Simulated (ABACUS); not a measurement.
C:

```xyz
2
Lattice="0.0000 1.7834 1.7834 1.7834 0.0000 1.7834 1.7834 1.7834 0.0000" Properties=species:S:1:pos:R:3 pbc="T T T"
C     0.8917    0.8917    0.8917
C     0.0000    0.0000    0.0000
```

This isn't the form of C at room conditions, which is graphite.

Program: ABACUS 3.10.1. Alike in all runs: task single point; no spin polarisation; cell as given; smearing fermi-dirac 0.05 eV.

**Question.** Order these runs on this cell by their pressure, lowest first.
A. level PBE; potentials or basis Ansatz NC PBE, DZP LCAO (the cutoffs set its grid); k mesh 12 × 12 × 12; cutoff (eV) 1361; orbital files C C_confined-atom_6au_2s2p1d.orb; SCF threshold on the density 1e-07; eigensolver genelpa
B. level PBE; potentials or basis SG15 ONCV 1.2 PBE, TZDP LCAO (the cutoffs set its grid); k mesh 12 × 12 × 12; cutoff (eV) 1361; orbital files C C_confined-atom_6au_3s3p2d1f.orb; SCF threshold on the density 1e-07; eigensolver genelpa
C. level OLYP; potentials or basis SPMS ONCV 1.0 PBE, plane waves; k mesh 10 × 10 × 10; cutoff (eV) 1116; SCF threshold on the density 1e-08; eigensolver dav

**Answer.** C (-10.3 GPa), B (1.6 GPa), A (5.5 GPa).

Caveats: the atomic orbitals were generated for these runs and aren't a published set (some runs); the basis of atomic orbitals isn't converged, which shifts pressures, moduli and gaps (some runs); the potentials were made for another functional, which shifts forces and pressure (some runs).
